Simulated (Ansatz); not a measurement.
Theory: DFT PBE, scalar-relativistic, plane waves, PAW (Ansatz 0.2.0). Settings: cutoff 420 eV, Γ-centred meshes spaced at most about 0.3 Å⁻¹ (2π included), Gaussian smearing. No spin polarisation in the final relaxations.

All energies are static (0 K, no zero-point motion). All come from trial cells, and lower structures may exist.

Problem. Which of these relaxed structures of CdF2 is the lowest in energy?
1. Space group Fm-3m (No. 225), cubic, a = 5.481 Å. Cd is surrounded by 8 F at 2.37 Å; around F lie 4 Cd at 2.37 Å and 6 F at 2.74 Å.
2. Space group P4_2/mmc (No. 131), tetragonal, a = 4.295 Å, c = 8.518 Å. Cd has 4 F at 2.13–2.15 Å; F on a site of symmetry mmm is surrounded by 2 Cd at 2.15 Å; F on a site of symmetry -4m2 has 2 Cd at 2.13 Å.
3. Space group P-4m2 (No. 115), tetragonal, a = 3.781 Å, c = 3.296 Å. Cd is surrounded by 4 F at 2.18 Å; around F lie 2 Cd at 2.18 Å.

Solution. 1. It has the fluorite type, space group Fm-3m (No. 225); the next, 3, with space group P-4m2 (No. 115), lies 167 meV/atom higher. Counting F atoms around Cd (those within 1.25 times the shortest such distance or 1.15 times the sum of covalent radii, 1.27 where that leaves under three; the shortest distance is added where it exceeds 1.18 times the sum of covalent radii), the lowest has Cd 8 from 2.4 Å and the next has Cd 4.

Cells relaxed within their symmetry can be saddle points. The Fm-3m cell of CdF2 came from shaking the P-4m2 one. The part of the Crystallography Open Database at hand lists CdF2 in space group No. 225; sharing a group (Fm-3m) doesn't make a cell the listed structure. Some candidate types were left out of the draw beforehand, so a known form may be missing.
